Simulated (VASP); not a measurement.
# Mg5Te (R32) in VASP: reference runs

Reference runs on Mg5Te: the cell as given and a disturbed copy.

Program: VASP 6.6.1. These are calculated values, not measurements. Logs are shortened: lines on timing, memory, paths and dates and some standing lists are left out, and cuts for length are marked.

## 1. Starting point

Symmetry: R32, No. 155, trigonal system. The conventional cell has a = 5.578 Å, b = 5.578 Å, c = 15.855 Å, α = 90.00°, β = 90.00°, γ = 120.00°. Around Te (site symmetry 32) lie 12 Mg at 3.22 to 3.23 Å. Mg (site symmetry 3) has 9 Mg at 3.19 to 3.27 Å and 3 Te at 3.22 Å as nearest neighbours. Around Mg (site symmetry 2) lie 10 Mg at 3.19 to 3.27 Å and 2 Te at 3.23 Å.

The cell comes from a database or a generator and needn't be the stable form of this composition.

## 2. Single point, PBE

INCAR reads:

```
  PREC = Accurate
  ENCUT = 520
  EDIFF = 1E-7
  ISMEAR = -1
  SIGMA = 0.05
  LREAL = False
  LASPH = True
  NELM = 100
  ALGO = Normal
  ISIF = 2
  LWAVE = False
  LCHARG = False
  GGA = PE
  NBANDS = 17
```

KPOINTS reads:

```
Automatic mesh
0
Gamma
  6 6 6
```

POSCAR reads:

```
Mg5Te
1.0
    2.7888620199      1.6101502379      5.2849918958
   -2.7888620199      1.6101502379      5.2849918958
    0.0000000000     -3.2203004759      5.2849918958
Te Mg
1 5
Direct
    0.5000000000      0.5000000000      0.5000000000
    0.8298080000      0.8298080000      0.8298080000
    0.1701920000      0.1701920000      0.1701920000
    0.0000000000      0.6684530000      0.3315470000
    0.3315470000      0.0000000000      0.6684530000
    0.6684530000      0.3315470000      0.0000000000
```

Potentials or basis: VASP PAW PBE potentials, release 64 (Te, Mg).

The run is started by

```bash
$ cat potpaw_PBE.64/Te/POTCAR potpaw_PBE.64/Mg/POTCAR > POTCAR
$ mpirun -np 1 vasp_std > vasp.out
```

OUTCAR:

```text
PREC = Accurate
   ENCUT = 520
   EDIFF = 1E-7
   ISMEAR = -1
   LREAL = False
   LASPH = True
   NELM = 100
   ISIF = 2
   GGA = PE

 ion  position               nearest neighbor table
   1  0.500  0.500  0.500-   3 3.22   3 3.22   2 3.22   2 3.22   3 3.22   2 3.22   5 3.23   4 3.23
                             5 3.23   4 3.23   6 3.23   6 3.23
   2  0.830  0.830  0.830-   6 3.19   5 3.19   4 3.19   1 3.22   1 3.22   1 3.22   3 3.22   3 3.22
                             3 3.22   5 3.27   6 3.27   4 3.27
   3  0.170  0.170  0.170-   6 3.19   4 3.19   5 3.19   1 3.22   1 3.22   1 3.22   2 3.22   2 3.22
                             2 3.22   4 3.27   6 3.27   5 3.27
   4  0.000  0.668  0.332-   3 3.19   2 3.19   6 3.20   5 3.20   6 3.23   5 3.23   5 3.23   6 3.23
                             1 3.23   1 3.23   3 3.27   2 3.27
   5  0.332  0.000  0.668-   2 3.19   3 3.19   6 3.20   4 3.20   6 3.23   4 3.23   4 3.23   6 3.23
                             1 3.23   1 3.23   2 3.27   3 3.27
   6  0.668  0.332  0.000-   2 3.19   3 3.19   5 3.20   4 3.20   5 3.23   4 3.23   5 3.23   4 3.23
                             1 3.23   1 3.23   3 3.27   2 3.27

  LATTYP: Found a trigonal (rhomboedric) cell.
 ALAT       =     6.1888185054
 COS(alpha) =     0.5938667391

  Lattice vectors:

 A1 = (   2.7888620199,   1.6101502379,   5.2849918958)
 A2 = (  -2.7888620199,   1.6101502379,   5.2849918958)
 A3 = (   0.0000000000,  -3.2203004759,   5.2849918958)

Analysis of symmetry for initial positions (statically):
=====================================================================
 Subroutine PRICEL returns:
 Original cell was already a primitive cell.

 Routine SETGRP: Setting up the symmetry group for a
 trigonal (rhombohedral) supercell.

 Subroutine GETGRP returns: Found  6 space group operations
 (whereof  6 operations were pure point group operations)
 out of a pool of 12 trial point group operations.

The static configuration has the point symmetry D_3 .

Analysis of symmetry for dynamics (positions and initial velocities):
=====================================================================
 Subroutine PRICEL returns:
 Original cell was already a primitive cell.

 Routine SETGRP: Setting up the symmetry group for a
 trigonal (rhombohedral) supercell.

 Subroutine GETGRP returns: Found  6 space group operations
 (whereof  6 operations were pure point group operations)
 out of a pool of 12 trial point group operations.

The dynamic configuration has the point symmetry D_3 .

 Subroutine INISYM returns: Found  6 space group operations
 (whereof  6 operations are pure point group operations),
 and found     1 'primitive' translations

----------------------------------------------------------------------------------------

                                     Primitive cell

  volume of cell :     142.3931

  direct lattice vectors                    reciprocal lattice vectors
     2.788862020  1.610150238  5.284991896     0.179284596  0.103510010  0.063071683
    -2.788862020  1.610150238  5.284991896    -0.179284596  0.103510010  0.063071683
     0.000000000 -3.220300476  5.284991896     0.000000000 -0.207020019  0.063071683

  length of vectors
     6.188818505  6.188818505  6.188818505     0.216414707  0.216414707  0.216414707

  position of ions in fractional coordinates (direct lattice)
     0.500000000  0.500000000  0.500000000
     0.829808000  0.829808000  0.829808000
     0.170192000  0.170192000  0.170192000
     1.000000000  0.668453000  0.331547000
     0.331547000  0.000000000  0.668453000
     0.668453000  0.331547000  0.000000000

  ion indices of the primitive-cell ions
   primitive index   ion index
                 1           1
                 2           2
                 3           3
                 4           4
                 5           5
                 6           6

----------------------------------------------------------------------------------------

 KPOINTS: Automatic mesh

Automatic generation of k-mesh.
 Grid dimensions read from file:
 generate k-points for:    6    6    6

 Generating k-lattice:

  Cartesian coordinates                     Fractional coordinates (reciprocal lattice)
     0.029880766  0.017251668  0.010511947     0.166666667 -0.000000000  0.000000000
    -0.029880766  0.017251668  0.010511947    -0.000000000  0.166666667  0.000000000
     0.000000000 -0.034503337  0.010511947     0.000000000  0.000000000  0.166666667

  Length of vectors
     0.036069118  0.036069118  0.036069118

  Shift w.r.t. Gamma in fractional coordinates (k-lattice)
     0.000000000  0.000000000  0.000000000

 Subroutine IBZKPT returns following result:
 ===========================================

 Found     32 irreducible k-points:

 Following reciprocal coordinates:
            Coordinates               Weight
  0.000000  0.000000  0.000000      1.000000
  0.166667  0.000000  0.000000      6.000000
  0.333333 -0.000000  0.000000      6.000000
  0.500000  0.000000  0.000000      3.000000
  0.166667  0.166667  0.000000      6.000000
  0.333333  0.166667  0.000000     12.000000
[... 16 lines left out ...]
  0.500000  0.500000  0.166667      6.000000
 -0.333333  0.500000  0.166667     12.000000
 [... further k-points ...]
   k-points           NKPTS =     32   k-points in BZ     NKDIM =     32   number of bands    NBANDS=     17
   number of dos      NEDOS =    301   number of ions     NIONS =      6
   total plane-waves  NPLWV = 110592
   dimension x,y,z NGX =    48 NGY =   48 NGZ =   48
   dimension x,y,z NGXF=    96 NGYF=   96 NGZF=   96
   ions per type =               1   5
   NGX,Y,Z   is equivalent  to a cutoff of  12.89, 12.89, 12.89 a.u.
   NGXF,Y,Z  is equivalent  to a cutoff of  25.79, 25.79, 25.79 a.u.
 SYSTEM =  unknown system
   PREC   = accura    normal or accurate (medium, high low for compatibility)
   ISTART =      0    job   : 0-new  1-cont  2-samecut
   ICHARG =      2    charge: 1-file 2-atom 10-const
   ISPIN  =      1    spin polarized calculation?
   LNONCOLLINEAR =      F non collinear calculations
   LSORBIT =      F    spin-orbit coupling
   LASPH  =      T    aspherical Exc in radial PAW
   ENCUT  =  520.0 eV  38.22 Ry    6.18 a.u.  11.51 11.51 11.51*2*pi/ulx,y,z
   NELM   =    100;   NELMIN=  2; NELMDL= -5     # of ELM steps
   EDIFF  = 0.1E-06   stopping-criterion for ELM
   LREAL  =      F    real-space projection
   EDIFFG = 0.1E-05   stopping-criterion for IOM
   NSW    =      0    number of steps for IOM
   IBRION =     -1    ionic relax: 0-MD 1-quasi-New 2-CG
   NFREE  =      0    steps in history (QN), initial steepest desc. (CG)
   ISIF   =      2    stress and relaxation
   ISYM   =      2    0-nonsym 1-usesym 2-fastsym
   POTIM  = 0.5000    time-step for ionic-motion
   TEBEG  =    0.0;   TEEND  =   0.0 temperature during run
   PSTRESS=    0.0 pullay stress
   NELECT =      16.0000    total number of electrons
   NUPDOWN=      -1.0000    fix difference up-down
   EMIN   =  10.00;   EMAX   =-10.00  energy-range for DOS
   EFERMI =   0.00;   METHOD = LEGACY
   ISMEAR =    -1;   SIGMA  =   0.05  broadening in eV -4-tet -1-fermi 0-gaus
   EFERMI_NEDOS =   21; number of points for ismear=-14 and -15
   IALGO  =     38    algorithm
   IMIX   =      4    mixing-type and parameters
     AMIX     =   0.40;   BMIX     =  1.00
     AMIX_MAG =   1.60;   BMIX_MAG =  1.00
  volume/ion in A,a.u.               =      23.73       160.15
  Fermi-wavevector in a.u.,A,eV,Ry     =   0.789984  1.492854  8.491060  0.624075
  Thomas-Fermi vector in A             =   1.895235
   LORBIT       =      0    0 simple, 1 ext, 2 COOP (PROOUT), +10 PAW based schemes
   GGA     = PE    functional components
   LHFCALC =     F    Hartree Fock is set to
   AEXX    =    0.0000 exact exchange contribution
   IVDW    =     0    specifies the selected vdW correction
   LEPSILON=     F    determine dielectric tensor
   LRPA    =     F    only Hartree local field effects (RPA)
 non-spin polarized calculation
  energy-cutoff  :      520.00
  volume of cell :      142.39
 maximum number of plane-waves:      3889
 NGX is ok and might be reduce to    48
   NGX = 23   NGY = 23   NGZ = 23

 number of electron      16.0000000 magnetization

 Free energy of the ion-electron system (eV)
  ---------------------------------------------------
  ext. energy  EPLUGINS =         0.00000000
  ---------------------------------------------------
  free energy    TOTEN  =       -11.22109906 eV

  energy without entropy =      -11.19960001  energy(sigma->0) =      -11.21034953

 E-fermi :   3.9230     XC(G=0):  -8.8032

 val. band max:        3.9215658205   @ k =  -0.1667   0.1667   0.1667
 cond. band min:       3.9458863442   @ k =  -0.1667   0.5000   0.1667
 fundamental gap:      0.0243205237
 Fermi energy:         3.9229788487

 k-point     1 :       0.0000    0.0000    0.0000
  band No.  band energies     occupation
      1      -7.9685      2.00000
      2      -1.1360      2.00000
      3      -0.0934      2.00000
      4       0.4089      2.00000
      5       0.4089      2.00000
      6       2.7405      2.00000
[... 9 lines left out ...]
     16       9.8120      0.00000
     17      10.9311      0.00000

 k-point     2 :       0.1667    0.0000    0.0000
  band No.  band energies     occupation
      1      -7.9242      2.00000
      2      -1.4464      2.00000
      3      -0.0838      2.00000
      4       0.2936      2.00000
      5       0.5076      2.00000
      6       2.5089      2.00000
[... 9 lines left out ...]
     16       8.6580      0.00000
     17      10.1072      0.00000

 k-point     3 :       0.3333   -0.0000    0.0000
  band No.  band energies     occupation
      1      -7.8309      2.00000
      2      -1.9150      2.00000
      3      -0.1486      2.00000
      4       0.1032      2.00000
      5       0.4837      2.00000
      6       2.3909      2.00000
[... 392 lines left out ...]
 k-point    23 :       0.5000    0.5000    0.1667
  band No.  band energies     occupation
      1      -7.7813      2.00000
      2      -1.7985      2.00000
      3      -1.1401      2.00000
      4      -0.1914      2.00000
      5       0.7513      2.00000
      6       1.6931      2.00000
[... 9 lines left out ...]
     16       8.4818      0.00000
     17       8.7386      0.00000

 k-point    24 :      -0.3333    0.5000    0.1667
  band No.  band energies     occupation
      1      -7.7508      2.00000
      2      -1.6488      2.00000
      3      -1.1209      2.00000
      4      -0.8651      2.00000
      5       0.9590      2.00000
      6       2.1501      2.00000
[... 9 lines left out ...]
     16       8.5422      0.00000
     17       8.8893      0.00000

 [... further k-points ...]

------------------------ aborting loop because EDIFF is reached ----------------------------------------

  FORCE on cell =-STRESS in cart. coord.  units (eV):
  Direction    XX          YY          ZZ          XY          YZ          ZX
  --------------------------------------------------------------------------------------
  -------------------------------------------------------------------------------------
  Total       -0.0449552     -0.0449552      0.0103465     -0.0000000     -0.0000000      0.0000000
  in kB       -0.5058269     -0.5058269      0.1164172     -0.0000000     -0.0000000      0.0000000
  external PRESSURE =      -0.2984122 kB  Pullay stress =       0.0000000 kB

 VOLUME and BASIS-vectors are now :
 -----------------------------------------------------------------------------
  energy-cutoff  :      520.00
  volume of cell :      142.39
      direct lattice vectors                 reciprocal lattice vectors
     2.788862020  1.610150238  5.284991896     0.179284596  0.103510010  0.063071683
    -2.788862020  1.610150238  5.284991896    -0.179284596  0.103510010  0.063071683
     0.000000000 -3.220300476  5.284991896     0.000000000 -0.207020019  0.063071683

 POSITION                                       TOTAL-FORCE (eV/Angst)
 -----------------------------------------------------------------------------------
      0.00000     -0.00000      7.92749         0.000000      0.000000      0.000000
      0.00000     -0.00000     13.15659         0.000000      0.000000     -0.023311
      0.00000     -0.00000      2.69839         0.000000     -0.000000      0.023311
     -1.86422      0.00863      5.28499        -0.004912      0.008509      0.000000
      0.92464     -1.61878      5.28499        -0.004912     -0.008509      0.000000
      0.93958      1.61015      5.28499         0.009825     -0.000000     -0.000000
 -----------------------------------------------------------------------------------
    total drift:                                0.000000      0.000000     -0.000000

  FREE ENERGIE OF THE ION-ELECTRON SYSTEM (eV)
  ---------------------------------------------------
  free  energy   TOTEN  =       -11.2210990628 eV

  energy  without entropy=      -11.1996000070  energy(sigma->0) =      -11.21034953
```

Run time: 42 s. Hardware: 1 thread of Intel Xeon 6975P-C (Granite Rapids), shared host; peak memory 0.34 GiB.

Results:

```yaml
Free_energy: -11.2211 eV
Pressure: 0.0 GPa
Largest_force: 0.023 eV/Å
Band_gap_on_the_k_mesh: none (metal or under the smearing width)
```

Forces on the atoms (eV/Å):
```
Te   0.000  0.000  0.000
Mg   0.000  0.000 -0.023
Mg   0.000  0.000  0.023
Mg  -0.005  0.009  0.000
Mg  -0.005 -0.009  0.000
Mg   0.010  0.000  0.000
```

## 3. Single point, PBE (atoms moved at random, drawn with an rms of 0.05 Å)

INCAR reads:

```
SYSTEM = Mg5Te
PREC = Accurate ; ENCUT = 520
EDIFF = 1E-7 ; ISMEAR = -1
SIGMA = 0.05 ; LREAL = .False.
LASPH = .True. ; NELM = 80
ALGO = Normal ; ISIF = 2
LWAVE = .False. ; LCHARG = .True.
GGA = PE ; LELF = .True.
LVHAR = .True. ; NBANDS = 17
```

KPOINTS reads:

```
regular mesh
0
Gamma
  6 6 6
  0 0 0
```

POSCAR reads:

```
Mg5Te
1.0
    2.7888620199      1.6101502379      5.2849918958
   -2.7888620199      1.6101502379      5.2849918958
    0.0000000000     -3.2203004759      5.2849918958
Te Mg
1 5
Direct
    0.5049780000      0.4942860000      0.5029450000
    0.8204590000      0.8375660000      0.8264600000
    0.1639510000      0.1843500000      0.1607940000
    0.0156900000      0.6579130000      0.3400990000
    0.3337540000      0.0010440000      0.6686270000
    0.6642010000      0.3254520000      0.0079190000
```

Potentials or basis: VASP PAW PBE potentials, release 64 (Te, Mg).

The run is started by

```bash
$ cat potpaw_PBE.64/Te/POTCAR potpaw_PBE.64/Mg/POTCAR > POTCAR
$ mpirun -np 1 vasp_std > vasp.out
```

OUTCAR:

```text
SYSTEM = Mg5Te
   PREC = Accurate
   ENCUT = 520
   EDIFF = 1E-7
   ISMEAR = -1
   LREAL = .False.
   LASPH = .True.
   NELM = 80
   ISIF = 2
   GGA = PE

 ion  position               nearest neighbor table
   1  0.505  0.494  0.503-   2 3.15   4 3.16   3 3.17   3 3.17   5 3.21   6 3.22   6 3.23   2 3.24
                             5 3.25   2 3.28   4 3.29   3 3.32
   2  0.820  0.838  0.826-   5 3.12   4 3.13   1 3.15   3 3.20   3 3.21   6 3.22   1 3.24   6 3.25
                             3 3.26   1 3.28   5 3.32   4 3.40
   3  0.164  0.184  0.161-   6 3.16   1 3.17   1 3.17   4 3.18   2 3.20   2 3.21   6 3.24   5 3.25
                             5 3.25   2 3.26   4 3.28   1 3.32
   4  0.016  0.658  0.340-   2 3.13   5 3.16   1 3.16   6 3.16   3 3.18   5 3.23   6 3.25   6 3.25
                             3 3.28   5 3.28   1 3.29   2 3.40
   5  0.334  0.001  0.669-   2 3.12   4 3.16   6 3.18   1 3.21   6 3.23   4 3.23   3 3.25   3 3.25
                             6 3.25   1 3.25   4 3.28   2 3.32
   6  0.664  0.325  0.008-   4 3.16   3 3.16   5 3.18   2 3.22   1 3.22   5 3.23   1 3.23   3 3.24
                             4 3.25   2 3.25   4 3.25   5 3.25

  LATTYP: Found a trigonal (rhomboedric) cell.
 ALAT       =     6.1888185054
[... 200 lines left out ...]
      1      -7.9839      2.00000
      2      -1.1273      2.00000
      3      -0.1145      2.00000
      4       0.3785      2.00000
      5       0.4114      2.00000
      6       2.7238      2.00000
[... 457 lines left out ...]
      4      -0.3126      2.00000
      5       0.9680      2.00000
      6       1.8134      2.00000
[... 9 lines left out ...]
     16       9.3842      0.00000
     17       9.6673      0.00000

 [... further k-points ...]

------------------------ aborting loop because EDIFF is reached ----------------------------------------

  FORCE on cell =-STRESS in cart. coord.  units (eV):
  Direction    XX          YY          ZZ          XY          YZ          ZX
  --------------------------------------------------------------------------------------
  -------------------------------------------------------------------------------------
  Total        0.1828795     -0.1042306      0.0894057      0.0154306     -0.0027023      0.0288510
  in kB        2.0577218     -1.1727808      1.0059743      0.1736223     -0.0304060      0.3246256
  external PRESSURE =       0.6303051 kB  Pullay stress =       0.0000000 kB

 VOLUME and BASIS-vectors are now :
 -----------------------------------------------------------------------------
  energy-cutoff  :      520.00
  volume of cell :      142.39
      direct lattice vectors                 reciprocal lattice vectors
     2.788862020  1.610150238  5.284991896     0.179284596  0.103510010  0.063071683
    -2.788862020  1.610150238  5.284991896    -0.179284596  0.103510010  0.063071683
     0.000000000 -3.220300476  5.284991896     0.000000000 -0.207020019  0.063071683

 POSITION                                       TOTAL-FORCE (eV/Angst)
 -----------------------------------------------------------------------------------
      0.02982     -0.01067      7.93916        -0.068962      0.055715      0.067526
     -0.04771      0.00822     13.13048         0.070595     -0.039929      0.077162
     -0.05689      0.04301      2.69056         0.057856     -0.093632      0.045356
     -1.79107     -0.01062      5.35741        -0.158309      0.060827     -0.093284
      0.92788     -1.61410      5.30309         0.036521     -0.080627     -0.132329
      0.94472      1.56799      5.27216         0.062299      0.097646      0.035569
 -----------------------------------------------------------------------------------
    total drift:                                0.000091     -0.000041     -0.000020

  FREE ENERGIE OF THE ION-ELECTRON SYSTEM (eV)
  ---------------------------------------------------
  free  energy   TOTEN  =       -11.2000401196 eV

  energy  without entropy=      -11.1787622716  energy(sigma->0) =      -11.18940120
```

stdout:

```text
POSCAR found type information on POSCAR TeMg
 POSCAR found :  2 types and       6 ions
 scaLAPACK will be used
 LDA part: xc-table for (Slater+PW92), standard interpolation
 POSCAR, INCAR and KPOINTS ok, starting setup
 FFT: planning ... GRIDC
 FFT: planning ... GRID_SOFT
 FFT: planning ... GRID
 WAVECAR not read
 entering main loop
```

Wall time 2.3 min (1 thread of Intel Xeon 6975P-C (Granite Rapids), shared host); peak memory 0.49 GiB.

What came out:

```
Free energy            : -11.2000 eV
Pressure               : 0.1 GPa
Largest force          : 0.194 eV/Å
Band gap on the k mesh : none (metal or under the smearing width)
```

Forces in eV/Å, atoms in the order of the input:
```
Te  -0.069  0.056  0.068
Mg   0.071 -0.040  0.077
Mg   0.058 -0.094  0.045
Mg  -0.158  0.061 -0.093
Mg   0.037 -0.081 -0.132
Mg   0.062  0.098  0.036
```
